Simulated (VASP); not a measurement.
# InSe in VASP: a series of runs

Runs on InSe. Level: PBE. Tasks: single point.

All numbers are computed with VASP 6.6.1; they aren't measurements. Logs are shortened: lines on timing, memory, paths and dates and some standing lists are left out, and cuts for length are marked.

## Step 1: The structure

The cell holds a slab with vacuum, 2 atoms: a = 4.050 Å, b = 4.050 Å, c = 12.931 Å, α = 90.00°, β = 90.00°, γ = 120.00°.

## Step 2: Single point, PBE

The input, INCAR:

```
ALGO = Normal
DIPOL = 0.5 0.5 0.500
EDIFF = 1E-7
ENCUT = 250
GGA = PE
IDIPOL = 3
ISIF = 2
ISMEAR = 0
LASPH = T
LCHARG = F
LDIPOL = T
LREAL = F
LVACPOTAV = T
LVHAR = T
LWAVE = F
NBANDS = 20
NELM = 120
PREC = Accurate
SIGMA = 0.05
```

The input, KPOINTS:

```
k-points
0
Gamma
  3 3 1
```

The input, POSCAR:

```
InSe
1.0
    4.0500000000      0.0000000000      0.0000000000
   -2.0250000000      3.5074028900      0.0000000000
    0.0000000000      0.0000000000     12.9311500000
In Se
1 1
Direct
    0.3333333333      0.6666666667      0.4639958550
    0.6666666667      0.3333333333      0.5360041450
```

Potentials or basis: VASP PAW PBE potentials, release 64 (In_d, Se).

Launch:

```bash
> cat potpaw_PBE.64/In_d/POTCAR potpaw_PBE.64/Se/POTCAR > POTCAR
> mpirun -np 1 vasp_std > vasp.out
```

OUTCAR:

```text
EDIFF = 1E-7
   ENCUT = 250
   GGA = PE
   ISIF = 2
   ISMEAR = 0
   LASPH = T
   LREAL = F
   NELM = 120
   PREC = Accurate

 Found      3 irreducible k-points:

 Following reciprocal coordinates:
            Coordinates               Weight
  0.000000  0.000000  0.000000      1.000000
  0.333333  0.000000  0.000000      6.000000
  0.333333  0.333333  0.000000      2.000000
   k-points           NKPTS =      3   k-points in BZ     NKDIM =      3   number of bands    NBANDS=     20
   number of dos      NEDOS =    301   number of ions     NIONS =      2
   total plane-waves  NPLWV =  40320
   dimension x,y,z NGX =    24 NGY =   24 NGZ =   70
   dimension x,y,z NGXF=    48 NGYF=   48 NGZF=  140
   ions per type =               1   1
   NGX,Y,Z   is equivalent  to a cutoff of   9.85,  9.85,  9.00 a.u.
   NGXF,Y,Z  is equivalent  to a cutoff of  19.70, 19.70, 18.00 a.u.
 SYSTEM =  unknown system
   PREC   = accura    normal or accurate (medium, high low for compatibility)
   ISTART =      0    job   : 0-new  1-cont  2-samecut
   ICHARG =      2    charge: 1-file 2-atom 10-const
   ISPIN  =      1    spin polarized calculation?
   LNONCOLLINEAR =      F non collinear calculations
   LSORBIT =      F    spin-orbit coupling
   LASPH  =      T    aspherical Exc in radial PAW
   ENCUT  =  250.0 eV  18.37 Ry    4.29 a.u.   5.22  5.22 16.67*2*pi/ulx,y,z
   NELM   =    120;   NELMIN=  2; NELMDL= -5     # of ELM steps
   EDIFF  = 0.1E-06   stopping-criterion for ELM
   LREAL  =      F    real-space projection
   EDIFFG = 0.1E-05   stopping-criterion for IOM
   NSW    =      0    number of steps for IOM
   IBRION =     -1    ionic relax: 0-MD 1-quasi-New 2-CG
   NFREE  =      0    steps in history (QN), initial steepest desc. (CG)
   ISIF   =      2    stress and relaxation
   ISYM   =      2    0-nonsym 1-usesym 2-fastsym
   POTIM  = 0.5000    time-step for ionic-motion
   TEBEG  =    0.0;   TEEND  =   0.0 temperature during run
   PSTRESS=    0.0 pullay stress
   NELECT =      19.0000    total number of electrons
   NUPDOWN=      -1.0000    fix difference up-down
   EMIN   =  10.00;   EMAX   =-10.00  energy-range for DOS
   EFERMI =   0.00;   METHOD = LEGACY
   ISMEAR =     0;   SIGMA  =   0.05  broadening in eV -4-tet -1-fermi 0-gaus
   EFERMI_NEDOS =   21; number of points for ismear=-14 and -15
   IALGO  =     38    algorithm
   IMIX   =      4    mixing-type and parameters
     AMIX     =   0.40;   BMIX     =  1.00
     AMIX_MAG =   1.60;   BMIX_MAG =  1.00
  volume/ion in A,a.u.               =      91.84       619.79
  Fermi-wavevector in a.u.,A,eV,Ry     =   0.768482  1.452219  8.035109  0.590564
  Thomas-Fermi vector in A             =   1.869264
   LORBIT       =      0    0 simple, 1 ext, 2 COOP (PROOUT), +10 PAW based schemes
   GGA     = PE    functional components
   LHFCALC =     F    Hartree Fock is set to
   AEXX    =    0.0000 exact exchange contribution
   IVDW    =     0    specifies the selected vdW correction
   LEPSILON=     F    determine dielectric tensor
   LRPA    =     F    only Hartree local field effects (RPA)
 non-spin polarized calculation
 Gauss-broadening in eV      SIGMA  =   0.05
  energy-cutoff  :      250.00
  volume of cell :      183.69
 maximum number of plane-waves:      1657
 NGX is ok and might be reduce to    24
   NGX = 11   NGY = 11   NGZ = 33

 number of electron      18.9999950 magnetization

 dipolmoment           0.000000      0.000000      0.045334 electrons x Angstroem

 Free energy of the ion-electron system (eV)
  ---------------------------------------------------
  ext. energy  EPLUGINS =         0.00000000
  ---------------------------------------------------
  free energy    TOTEN  =        -5.53648186 eV

  energy without entropy =       -5.51443925  energy(sigma->0) =       -5.52546056

 E-fermi :  -1.1856     XC(G=0):  -3.6799

 val. band max:       -1.2100463045   @ k =   0.3333   0.3333   0.0000
 cond. band min:      -1.1702216358   @ k =   0.3333   0.0000   0.0000
 fundamental gap:      0.0398246687
 Fermi energy:        -1.1856186037

 k-point     1 :       0.0000    0.0000    0.0000
  band No.  band energies     occupation
      1     -16.6093      2.00000
      2     -16.3972      2.00000
      3     -16.3972      2.00000
      4     -16.2132      2.00000
      5     -16.2132      2.00000
      6     -15.3601      2.00000
[... 12 lines left out ...]
     19       8.0092      0.00000
     20       8.0092      0.00000

 k-point     2 :       0.3333    0.0000    0.0000
  band No.  band energies     occupation
      1     -16.8811      2.00000
      2     -16.3444      2.00000
      3     -16.2689      2.00000
      4     -16.2228      2.00000
      5     -16.1986      2.00000
      6     -14.5270      2.00000
[... 12 lines left out ...]
     19       7.8689      0.00000
     20       7.9167      0.00000

 k-point     3 :       0.3333    0.3333    0.0000
  band No.  band energies     occupation
      1     -16.9477      2.00000
      2     -16.3392      2.00000
      3     -16.2208      2.00000
      4     -16.2208      2.00000
      5     -16.2202      2.00000
      6     -13.9961      2.00000
[... 12 lines left out ...]
     19       6.8093      0.00000
     20       7.1811      0.00000

------------------------ aborting loop because EDIFF is reached ----------------------------------------

  FORCE on cell =-STRESS in cart. coord.  units (eV):
  Direction    XX          YY          ZZ          XY          YZ          ZX
  --------------------------------------------------------------------------------------
  -------------------------------------------------------------------------------------
  Total        5.4951030      5.4951030      1.4678549      0.0000000      0.0000000     -0.0000000
  in kB       47.9301286     47.9301287     12.8031220      0.0000000      0.0000000     -0.0000000
  external PRESSURE =      36.2211264 kB  Pullay stress =       0.0000000 kB

 VOLUME and BASIS-vectors are now :
 -----------------------------------------------------------------------------
  energy-cutoff  :      250.00
  volume of cell :      183.69
      direct lattice vectors                 reciprocal lattice vectors
     4.050000000  0.000000000  0.000000000     0.246913580  0.142555622  0.000000000
    -2.025000000  3.507402890  0.000000000     0.000000000  0.285111244  0.000000000
     0.000000000  0.000000000 12.931150000     0.000000000  0.000000000  0.077332642

 POSITION                                       TOTAL-FORCE (eV/Angst)
 -----------------------------------------------------------------------------------
     -0.00000      2.33827      6.00000        -0.000000      0.000000     -1.662929
      2.02500      1.16913      6.93115         0.000000      0.000000      1.662929
 -----------------------------------------------------------------------------------
    total drift:                                0.000001     -0.000000     -0.001263

  FREE ENERGIE OF THE ION-ELECTRON SYSTEM (eV)
  ---------------------------------------------------
  free  energy   TOTEN  =        -5.5364818574 eV

  energy  without entropy=       -5.5144392544  energy(sigma->0) =       -5.52546056

 vacuum level on the upper side and lower side of the slab         3.137         2.558
```

Run time: 17 s. Hardware: 1 thread of Intel Xeon Platinum 8488C (Sapphire Rapids), shared host; peak memory 0.18 GiB.

The run converged, but some of its settings lie outside the range that counts as converged, so its numbers aren't taken as properties of the slab.

What came out:

```
Free energy                     : -5.5365 eV
Largest force                   : 1.663 eV/Å
Band gap on the k mesh          : none (metal or under the smearing width)
Work function of the upper face : 4.32 eV
Work function of the lower face : 3.74 eV
```

Caveat: the k mesh is coarse (spacing up to 0.60 Å⁻¹), so the values aren't converged; the cutoff is under 1.25 times the usual one of these potentials, so pressure, stress and relaxed cells hold a basis-set (Pulay) error.

## Step 3: Single point, PBE

This run uses another cell than the first one, of 35.02 Å³/atom, 0.381 times its volume.

Changes to INCAR since step 2:

```diff
@@ -3,3 +3,3 @@
 EDIFF = 1E-7
-ENCUT = 250
+ENCUT = 400
 GGA = PE
```

The input, KPOINTS:

```
k-points
0
Gamma
  5 5 1
```

The input, POSCAR:

```
InSe
1.0
    4.0500000000      0.0000000000      0.0000000000
   -2.0250000000      3.5074028900      0.0000000000
    0.0000000000      0.0000000000      4.9311500000
In Se
1 1
Direct
    0.3333333333      0.6666666667      0.4055849041
    0.6666666667      0.3333333333      0.5944150959
```

Potentials or basis: VASP PAW PBE potentials, release 64 (In_d, Se).

Launch:

```bash
> cat potpaw_PBE.64/In_d/POTCAR potpaw_PBE.64/Se/POTCAR > POTCAR
> mpirun -np 1 vasp_std > vasp.out
```

It took 12 s on 1 thread of Intel Xeon Platinum 8488C (Sapphire Rapids), shared host; peak memory 0.15 GiB.

These settings aren't checked as converged: the numbers below hold their error.

Results:

```yaml
Free_energy: -5.3348 eV
Largest_force: 1.658 eV/Å
Band_gap_on_the_k_mesh: none (metal or under the smearing width)
```

## Step 4: Single point, PBE

This run uses another cell than the first one, of 49.23 Å³/atom, 0.536 times its volume.

INCAR is that of step 3.

KPOINTS is that of step 3.

The input, POSCAR:

```
InSe
1.0
    4.0500000000      0.0000000000      0.0000000000
   -2.0250000000      3.5074028900      0.0000000000
    0.0000000000      0.0000000000      6.9311500000
In Se
1 1
Direct
    0.3333333333      0.6666666667      0.4328286071
    0.6666666667      0.3333333333      0.5671713929
```

Launch:

```bash
> cat potpaw_PBE.64/In_d/POTCAR potpaw_PBE.64/Se/POTCAR > POTCAR
> mpirun -np 1 vasp_std > vasp.out
```

It took 17 s on 1 thread of Intel Xeon Platinum 8488C (Sapphire Rapids), shared host; peak memory 0.17 GiB.

These settings aren't checked as converged: the numbers below hold their error.

What came out:

* Free energy: -5.6459 eV
* Largest force: 1.825 eV/Å
* Band gap on the k mesh: none (metal or under the smearing width)

(Part 1 of 2 ends here.)
